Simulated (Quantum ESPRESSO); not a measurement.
**MgO under changes of volume**

One of the cells (9.221 Å³/atom); the others are scaled copies at fixed shape and fractional positions:

```
Mg O
1.0
     0.00000    2.09700    2.09700
     2.09700    0.00000    2.09700
     2.09700    2.09700    0.00000
Mg O
1 1
Direct
  0.00000 0.00000 0.00000
  0.50000 0.50000 0.50000
```

The cell is a database's computed one.

- Program: Quantum ESPRESSO 7.5
- Functional: r2SCAN
- Potentials or basis: SG15 PBE 1.2
- Cutoff: 1197 eV
- Density cutoff: 4789 eV
- k mesh: 8 × 8 × 8
- Occupations: fermi-dirac, width 0.05 eV
- Spin: no spin polarisation

```csv
volume (Å³/atom),energy over the lowest point (meV/atom),pressure (GPa),gap on the mesh (eV)
8.668,?,?,?
8.853,16.07,10.3,6.09
9.037,6.37,6.2,5.87
9.221,1.17,2.5,5.66
9.406,0.00,-0.9,5.46
9.590,2.51,-3.9,5.27
9.775,8.34,-6.6,5.09
```

Question: What does the run at 8.668 Å³/atom give?

Answer: Energy over the lowest point 30.73 meV/atom; pressure 14.8 GPa; gap on the mesh 6.32 eV.

Worked out: A Birch-Murnaghan fit of order 3 (a polynomial in V^(-2/3)) to the other rows has its minimum at 9.37 Å³/atom with B0 = V·E''(V) = 165 GPa and B' = 4.3. It gives 30.84 meV/atom at 8.668 Å³/atom, against the run's 30.73, and -dE/dV = 15.1 GPa, against 14.8. A straight line through the other rows of the gap, of slope -10.1 eV per unit of ln V (its deformation potential), extrapolates to 6.29 eV, against the run's 6.32.

Energies are extrapolated to zero smearing.

Caveats: the potentials were made for another functional, which shifts forces and pressure.
